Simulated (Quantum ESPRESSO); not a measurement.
# SiNi3 (Pm-3m) in Quantum ESPRESSO: Hubbard U by linear response with PBEsol+U

Aim: the Hubbard U by linear response of SiNi3 with PBEsol+U.

All numbers are computed with Quantum ESPRESSO 7.5; they aren't measurements. Logs are shortened: lines on timing, memory, paths and dates and some standing lists are left out, and cuts for length are marked.

## 1. The crystal as given

Symmetry: Pm-3m, No. 221, cubic system. The conventional cell has a = 3.542 Å, b = 3.542 Å, c = 3.542 Å, α = 90.00°, β = 90.00°, γ = 90.00°. Ni (site symmetry 4/mmm) has 8 Ni at 2.50 Å and 4 Si at 2.50 Å as nearest neighbours. Si (site symmetry m-3m) is surrounded by 12 Ni at 2.50 Å.

## 2. Hubbard U by linear response, PBEsol+U, collinear spin, ferromagnetic start

pw.in reads:

```
&CONTROL
  calculation = 'scf'
  prefix = 'pwscf'
  outdir = './tmp'
  pseudo_dir = './pseudo'
  tprnfor = .true.
  tstress = .true.
  disk_io = 'low'
/
&SYSTEM
  ibrav = 0
  nat = 4
  ntyp = 2
  ecutwfc = 45
  ecutrho = 360
  nbnd = 42
  occupations = 'smearing'
  smearing = 'gaussian'
  degauss = 0.01469973
  nspin = 2
  starting_magnetization(1) = 0.0556
  starting_magnetization(2) = 0
/
&ELECTRONS
  conv_thr = 8d-10
  electron_maxstep = 120
  mixing_beta = 0.3
/
ATOMIC_SPECIES
Ni    58.6934 ni_pbesol_v1.4.uspp.F.UPF
Si    28.0850 si_pbesol_v1.uspp.F.UPF
CELL_PARAMETERS angstrom
   3.5420000000    0.0000000000    0.0000000000
   0.0000000000    3.5420000000    0.0000000000
   0.0000000000    0.0000000000    3.5420000000
ATOMIC_POSITIONS crystal
Ni     0.5000000000    0.5000000000    0.0000000000
Ni     0.5000000000    0.0000000000    0.5000000000
Ni     0.0000000000    0.5000000000    0.5000000000
Si     0.0000000000    0.0000000000    0.0000000000
K_POINTS automatic
6 6 6 0 0 0
HUBBARD {atomic}
U Ni-3d 0.0001
```

scf2.in reads:

```
&CONTROL
  calculation = 'scf'
  prefix = 'pwscf'
  outdir = './tmp'
  pseudo_dir = './pseudo'
  tprnfor = .true.
  tstress = .true.
  disk_io = 'low'
/
&SYSTEM
  ibrav = 0
  nat = 4
  ntyp = 2
  ecutwfc = 45
  ecutrho = 360
  nbnd = 42
  occupations = 'smearing'
  smearing = 'gaussian'
  degauss = 0.01469973
  nspin = 2
  starting_magnetization(1) = 0.0556
  starting_magnetization(2) = 0
/
&ELECTRONS
  conv_thr = 1d-13
  electron_maxstep = 120
  mixing_beta = 0.3
  startingpot = 'file'
  startingwfc = 'file'
/
ATOMIC_SPECIES
Ni    58.6934 ni_pbesol_v1.4.uspp.F.UPF
Si    28.0850 si_pbesol_v1.uspp.F.UPF
CELL_PARAMETERS angstrom
   3.5420000000    0.0000000000    0.0000000000
   0.0000000000    3.5420000000    0.0000000000
   0.0000000000    0.0000000000    3.5420000000
ATOMIC_POSITIONS crystal
Ni     0.5000000000    0.5000000000    0.0000000000
Ni     0.5000000000    0.0000000000    0.5000000000
Ni     0.0000000000    0.5000000000    0.5000000000
Si     0.0000000000    0.0000000000    0.0000000000
K_POINTS automatic
6 6 6 0 0 0
HUBBARD {atomic}
U Ni-3d 0.0001
```

hp.in reads:

```
&INPUTHP
  prefix = 'pwscf'
  outdir = './tmp'
  nq1 = 1
  nq2 = 1
  nq3 = 1
  conv_thr_chi = 1d-06
  niter_max = 80
  iverbosity = 1
  alpha_mix(1) = 0.15
/
```

Potentials or basis: GBRV 1.5 PBEsol.

On the command line:

```bash
> OMP_NUM_THREADS=1 pw.x -in pw.in > pw.out
> OMP_NUM_THREADS=1 pw.x -in scf2.in > scf2.out
> OMP_NUM_THREADS=1 hp.x -in hp.in > hp.out
```

pw.out:

```text
This program is part of the open-source Quantum ESPRESSO suite
     for quantum simulation of materials; please cite
[... 9 lines left out ...]
     --------------------
     sticks:   dense  smooth     PW     G-vecs:    dense   smooth      PW
     Sum        1281     641    197                34505    12197    2109

     Using Slab Decomposition

     bravais-lattice index     =            0
     lattice parameter (alat)  =       6.6934  a.u.
     unit-cell volume          =     299.8764 (a.u.)^3
     number of atoms/cell      =            4
     number of atomic types    =            2
     number of electrons       =        58.00
     number of Kohn-Sham states=           42
     kinetic-energy cutoff     =      45.0000  Ry
     charge density cutoff     =     360.0000  Ry
     scf convergence threshold =      8.0E-10
     mixing beta               =       0.3000
     number of iterations used =            8  plain     mixing
     Exchange-correlation= SLA  PW   PSX  PSC
                           (   1   4  10   8   0   0   0)
     Hubbard projectors: atomic
     Hubbard parameters of DFT+U (Dudarev formulation) in eV:
     U(Ni-3d) =  0.0001

     Internal variables: lda_plus_u =T, lda_plus_u_kind = 0

     Internal variables: orbital_resolved =F, hub_pot_fix =F, apply_U = F

     celldm(1)=   6.693410  celldm(2)=   0.000000  celldm(3)=   0.000000
     celldm(4)=   0.000000  celldm(5)=   0.000000  celldm(6)=   0.000000

     crystal axes: (cart. coord. in units of alat)
               a(1) = (   1.000000   0.000000   0.000000 )
               a(2) = (   0.000000   1.000000   0.000000 )
               a(3) = (   0.000000   0.000000   1.000000 )

     reciprocal axes: (cart. coord. in units 2 pi/alat)
               b(1) = (  1.000000  0.000000  0.000000 )
               b(2) = (  0.000000  1.000000  0.000000 )
               b(3) = (  0.000000  0.000000  1.000000 )

     PseudoPot. # 1 for Ni read from file:
     ni_pbesol_v1.4.uspp.F.UPF
     Pseudo is Ultrasoft + core correction, Zval = 18.0
     Generated by new atomic code, or converted to UPF format
     Using radial grid of  865 points,  6 beta functions with:
                l(1) =   0
                l(2) =   0
                l(3) =   1
                l(4) =   1
                l(5) =   2
                l(6) =   2
     Q(r) pseudized with 10 coefficients,  rinner =    0.980   0.980   0.980
                                                       0.980   0.980

     PseudoPot. # 2 for Si read from file:
     si_pbesol_v1.uspp.F.UPF
     Pseudo is Ultrasoft + core correction, Zval =  4.0
     Generated by new atomic code, or converted to UPF format
     Using radial grid of  899 points,  6 beta functions with:
                l(1) =   0
                l(2) =   0
                l(3) =   1
                l(4) =   1
                l(5) =   2
                l(6) =   2
     Q(r) pseudized with  8 coefficients,  rinner =    0.900   0.900   0.900
                                                       0.900   0.900

     atomic species   valence    mass     pseudopotential
     Ni               18.00    58.69340     Ni( 1.00)
     Si                4.00    28.08500     Si( 1.00)

     Starting magnetic structure
     atomic species   magnetization
     Ni              0.056
     Si              0.000

     48 Sym. Ops., with inversion, found

   Cartesian axes

     site n.     atom                  positions (alat units)
         1        Ni     tau(   1) = (   0.5000000   0.5000000   0.0000000  )
         2        Ni     tau(   2) = (   0.5000000   0.0000000   0.5000000  )
         3        Ni     tau(   3) = (   0.0000000   0.5000000   0.5000000  )
         4        Si     tau(   4) = (   0.0000000   0.0000000   0.0000000  )

     number of k points=    20  Gaussian smearing, width (Ry)=  0.0147
                       cart. coord. in units 2pi/alat
        k(    1) = (   0.0000000   0.0000000   0.0000000), wk =   0.0046296
        k(    2) = (   0.0000000   0.0000000   0.1666667), wk =   0.0277778
        k(    3) = (   0.0000000   0.0000000   0.3333333), wk =   0.0277778
        k(    4) = (   0.0000000   0.0000000  -0.5000000), wk =   0.0138889
        k(    5) = (   0.0000000   0.1666667   0.1666667), wk =   0.0555556
        k(    6) = (   0.0000000   0.1666667   0.3333333), wk =   0.1111111
[... 12 lines left out ...]
        k(   19) = (   0.3333333  -0.5000000  -0.5000000), wk =   0.0277778
        k(   20) = (  -0.5000000  -0.5000000  -0.5000000), wk =   0.0046296

     Dense  grid:    34505 G-vectors     FFT dimensions: (  45,  45,  45)

     Smooth grid:    12197 G-vectors     FFT dimensions: (  30,  30,  30)

     Check: negative core charge=   -0.000006
     Generating pointlists ...
     new r_m :   0.2917 (alat units)  1.9523 (a.u.) for type    1
     new r_m :   0.2917 (alat units)  1.9523 (a.u.) for type    2

     Initial potential from superposition of free atoms

     starting charge      51.9994, renormalised to      58.0000

     STARTING HUBBARD OCCUPATIONS:

     =================== HUBBARD OCCUPATIONS ===================
     ------------------------ ATOM    1 ------------------------
     Tr[ns(  1)] (up, down, total) =   5.00000  3.00000  8.00000
     Atomic magnetic moment for atom   1 =   2.00000
     SPIN  1
     eigenvalues:
       1.000  1.000  1.000  1.000  1.000
     eigenvectors (columns):
       1.000  0.000  0.000  0.000  0.000
       0.000  1.000  0.000  0.000  0.000
       0.000  0.000  1.000  0.000  0.000
       0.000  0.000  0.000  1.000  0.000
       0.000  0.000  0.000  0.000  1.000
     occupation matrix ns (before diag.):
       1.000  0.000  0.000  0.000  0.000
       0.000  1.000  0.000  0.000  0.000
       0.000  0.000  1.000  0.000  0.000
       0.000  0.000  0.000  1.000  0.000
       0.000  0.000  0.000  0.000  1.000
     SPIN  2
     eigenvalues:
[... 64 lines left out ...]
     SPIN  2
     eigenvalues:
       0.600  0.600  0.600  0.600  0.600
     eigenvectors (columns):
       1.000  0.000  0.000  0.000  0.000
       0.000  1.000  0.000  0.000  0.000
       0.000  0.000  1.000  0.000  0.000
       0.000  0.000  0.000  1.000  0.000
       0.000  0.000  0.000  0.000  1.000
     occupation matrix ns (before diag.):
       0.600  0.000  0.000  0.000  0.000
       0.000  0.600  0.000  0.000  0.000
       0.000  0.000  0.600  0.000  0.000
       0.000  0.000  0.000  0.600  0.000
       0.000  0.000  0.000  0.000  0.600

     Number of occupied Hubbard levels =   24.0000

     Atomic wfc used for Hubbard projectors are NOT orthogonalized

     Starting wfcs are   43 randomized atomic wfcs

     Self-consistent Calculation

     iteration #  1     ecut=    45.00 Ry     beta= 0.30
     Davidson diagonalization with overlap
     ethr =  1.00E-02,  avg # of iterations =  5.9

     =================== HUBBARD OCCUPATIONS ===================
     ------------------------ ATOM    1 ------------------------
     Tr[ns(  1)] (up, down, total) =   1.51670  1.39716  2.91386
     Atomic magnetic moment for atom   1 =   0.11954
     SPIN  1
     eigenvalues:
       0.236  0.293  0.320  0.320  0.347
     eigenvectors (columns):
      -0.000  1.000 -0.000  0.000 -0.000
      -0.000  0.000  0.307 -0.952 -0.000
      -0.000  0.000  0.952  0.307 -0.000
       0.000 -0.000 -0.000  0.000 -1.000
       1.000  0.000  0.000 -0.000  0.000
     occupation matrix ns (before diag.):
       0.293 -0.000 -0.000  0.000  0.000
      -0.000  0.320 -0.000  0.000  0.000
      -0.000 -0.000  0.320  0.000  0.000
[... 249 lines left out ...]
     total magnetization       =    -0.00 Bohr mag/cell
     absolute magnetization    =     0.00 Bohr mag/cell

     iteration # 18     ecut=    45.00 Ry     beta= 0.30
     Davidson diagonalization with overlap
     ethr =  2.67E-11,  avg # of iterations =  1.6

     Magnetic moment per site  (integrated on atomic sphere of radius R)
     atom   1 (R=0.292)  charge= 16.8003  magn= -0.0000
     atom   2 (R=0.292)  charge= 16.8003  magn= -0.0000
     atom   3 (R=0.292)  charge= 16.8003  magn= -0.0000
     atom   4 (R=0.292)  charge=  2.0926  magn=  0.0000

     End of self-consistent calculation

     =================== HUBBARD OCCUPATIONS ===================
     ------------------------ ATOM    1 ------------------------
     Tr[ns(  1)] (up, down, total) =   4.45861  4.45862  8.91723
     Atomic magnetic moment for atom   1 =  -0.00001
     SPIN  1
     eigenvalues:
       0.867  0.867  0.892  0.900  0.933
     eigenvectors (columns):
      -0.000 -0.000  0.000  0.000 -1.000
      -0.345 -0.938 -0.000  0.000  0.000
      -0.938  0.345 -0.000  0.000  0.000
       0.000  0.000 -0.000  1.000  0.000
       0.000 -0.000 -1.000 -0.000 -0.000
     occupation matrix ns (before diag.):
       0.933 -0.000 -0.000  0.000  0.000
      -0.000  0.867 -0.000  0.000  0.000
      -0.000 -0.000  0.867  0.000  0.000
       0.000  0.000  0.000  0.900 -0.000
       0.000  0.000  0.000 -0.000  0.892
     SPIN  2
     eigenvalues:
[... 64 lines left out ...]
     SPIN  2
     eigenvalues:
       0.867  0.867  0.892  0.900  0.933
     eigenvectors (columns):
      -0.000  0.000 -0.000  0.866  0.500
      -0.268  0.963 -0.000 -0.000 -0.000
      -0.000  0.000  1.000  0.000 -0.000
       0.000 -0.000 -0.000  0.500 -0.866
       0.963  0.268  0.000  0.000  0.000
     occupation matrix ns (before diag.):
       0.908 -0.000 -0.000 -0.014  0.000
      -0.000  0.867 -0.000  0.000  0.000
      -0.000 -0.000  0.892  0.000  0.000
      -0.014  0.000  0.000  0.925 -0.000
       0.000  0.000  0.000 -0.000  0.867

     Number of occupied Hubbard levels =   26.7517

 ------ SPIN UP ------------

          k = 0.0000 0.0000 0.0000 (  1551 PWs)   bands (ev):

   -86.3788 -86.3472 -86.3472 -46.9941 -46.9941 -46.9941 -46.9445 -46.9445
   -46.9445 -46.7920 -46.7920 -46.7920   4.7169  11.7144  12.5457  12.5457
    13.0508  13.0508  13.0508  14.9826  14.9826  14.9826  15.5811  15.5811
    15.5811  15.8748  15.8748  16.1954  16.4990  16.4990  16.4990  20.9791
    22.6146  22.6146  26.7010  26.7010  26.7010  30.1574  30.1574  30.1574
    30.2011  30.2011

          k = 0.0000 0.0000 0.1667 (  1522 PWs)   bands (ev):
[... 154 lines left out ...]
   -86.3576 -86.3576 -86.3576 -47.0168 -47.0085 -47.0085 -46.9303 -46.9038
   -46.9038 -46.8959 -46.7724 -46.7620   8.4003  11.5165  11.5165  12.3994
    12.7504  13.3318  13.3318  14.3498  14.3498  14.4523  14.7587  15.2572
    15.2572  15.3138  15.3761  15.6648  16.1472  16.4553  16.4553  18.1226
    20.7526  20.7526  21.4822  29.0735  32.1822  32.2856  32.2856  34.7503
    34.7506  34.7506

          k =-0.5000-0.5000-0.5000 (  1568 PWs)   bands (ev):

   -86.3576 -86.3576 -86.3576 -47.0168 -47.0168 -47.0168 -46.9409 -46.8958
   -46.8958 -46.8958 -46.7620 -46.7620   8.4725  12.2953  12.2953  12.2953
    12.8239  12.8239  12.8239  14.3429  14.3429  14.3429  15.0810  15.0810
    15.0810  15.2829  15.2829  16.0275  16.2743  16.2743  16.2743  17.5732
    20.3048  20.3048  20.3048  32.7457  32.7457  32.9626  32.9626  32.9626
    37.3460  37.3461

 ------ SPIN DOWN ----------

          k = 0.0000 0.0000 0.0000 (  1551 PWs)   bands (ev):

   -86.3788 -86.3472 -86.3472 -46.9941 -46.9941 -46.9941 -46.9445 -46.9445
   -46.9445 -46.7920 -46.7920 -46.7920   4.7170  11.7144  12.5457  12.5457
    13.0508  13.0508  13.0508  14.9826  14.9826  14.9826  15.5811  15.5811
    15.5811  15.8748  15.8748  16.1954  16.4990  16.4990  16.4990  20.9792
    22.6146  22.6146  26.7010  26.7010  26.7010  30.1575  30.1575  30.1575
    30.2011  30.2011

          k = 0.0000 0.0000 0.1667 (  1522 PWs)   bands (ev):
[... 154 lines left out ...]
   -86.3576 -86.3576 -86.3576 -47.0169 -47.0086 -47.0086 -46.9303 -46.9038
   -46.9038 -46.8959 -46.7724 -46.7620   8.4003  11.5165  11.5165  12.3994
    12.7505  13.3318  13.3318  14.3498  14.3498  14.4523  14.7587  15.2572
    15.2572  15.3138  15.3761  15.6648  16.1472  16.4553  16.4553  18.1226
    20.7526  20.7526  21.4822  29.0735  32.1822  32.2856  32.2856  34.7503
    34.7507  34.7507

          k =-0.5000-0.5000-0.5000 (  1568 PWs)   bands (ev):

   -86.3576 -86.3576 -86.3576 -47.0168 -47.0168 -47.0168 -46.9409 -46.8958
   -46.8958 -46.8958 -46.7620 -46.7620   8.4725  12.2953  12.2953  12.2953
    12.8239  12.8239  12.8239  14.3429  14.3429  14.3429  15.0810  15.0810
    15.0810  15.2829  15.2829  16.0275  16.2743  16.2743  16.2743  17.5732
    20.3048  20.3048  20.3048  32.7457  32.7457  32.9626  32.9626  32.9626
    37.3461  37.3462

     the Fermi energy is    16.5181 ev

!    total energy              =   -1038.96657782 Ry
     estimated scf accuracy    <          4.3E-11 Ry
     smearing contrib. (-TS)   =      -0.00264851 Ry
     internal energy E=F+TS    =   -1038.96392932 Ry

     The total energy is F=E-TS. E is the sum of the following terms:
     one-electron contribution =    -677.30293386 Ry
     hartree contribution      =     373.95027299 Ry
     xc contribution           =    -110.02266122 Ry
     ewald contribution        =    -625.58861781 Ry
     Hubbard energy            =       0.00001058 Ry

     total magnetization       =    -0.00 Bohr mag/cell
     absolute magnetization    =     0.00 Bohr mag/cell

     convergence has been achieved in  18 iterations

     Forces acting on atoms (cartesian axes, Ry/au):

     atom    1 type  1   force =     0.00000000    0.00000000    0.00000000
     atom    2 type  1   force =     0.00000000    0.00000000    0.00000000
     atom    3 type  1   force =     0.00000000    0.00000000    0.00000000
     atom    4 type  2   force =     0.00000000    0.00000000    0.00000000

     Total force =     0.000000     Total SCF correction =     0.000000

     Computing stress (Cartesian axis) and pressure

          total   stress  (Ry/bohr**3)                   (kbar)     P=     -140.99
  -0.00095845   0.00000000   0.00000000         -140.99        0.00        0.00
   0.00000000  -0.00095845   0.00000000            0.00     -140.99        0.00
   0.00000000   0.00000000  -0.00095845            0.00        0.00     -140.99

=------------------------------------------------------------------------------=
   JOB DONE.
=------------------------------------------------------------------------------=
```

Run time: 9.9 min. Hardware: 1 thread of Arm Neoverse V1, shared host; peak memory 0.21 GiB.

Results:

```yaml
Free_energy: -14135.8604 eV
Pressure: -14.1 GPa
Band_gap_on_the_k_mesh: none (metal or under the smearing width)
Net_moment: 0.00 μB per cell
Absolute_moment: 0.00 μB per cell
Valence_electrons_inside_the_program's_atomic_spheres: Ni 16.80; Si 2.09
Hubbard_U_from_linear_response: 9.34, 9.34, 9.34 eV
```

Eigenvalues of the final occupation matrices:
| site | spin | trace | eigenvalues |
| --- | --- | --- | --- |
| Ni 1 3d | 1 | 4.46 | 0.87 0.87 0.89 0.90 0.93 |
| Ni 1 3d | 2 | 4.46 | 0.87 0.87 0.89 0.90 0.93 |
| Ni 2 3d | 1 | 4.46 | 0.87 0.87 0.89 0.90 0.93 |
| Ni 2 3d | 2 | 4.46 | 0.87 0.87 0.89 0.90 0.93 |
| Ni 3 3d | 1 | 4.46 | 0.87 0.87 0.89 0.90 0.93 |
| Ni 3 3d | 2 | 4.46 | 0.87 0.87 0.89 0.90 0.93 |

Hubbard U from linear response:
| site | manifold | U (eV) |
| --- | --- | --- |
| 1 | Ni-3d | 9.34 |
| 2 | Ni-3d | 9.34 |
| 3 | Ni-3d | 9.34 |
On the first site the bare response is -0.461 and the screened one -0.083 eV⁻¹.

Caveat: the k mesh is coarse; the computed U isn't converged in cell size; the U is typed as a test and isn't derived for this compound.
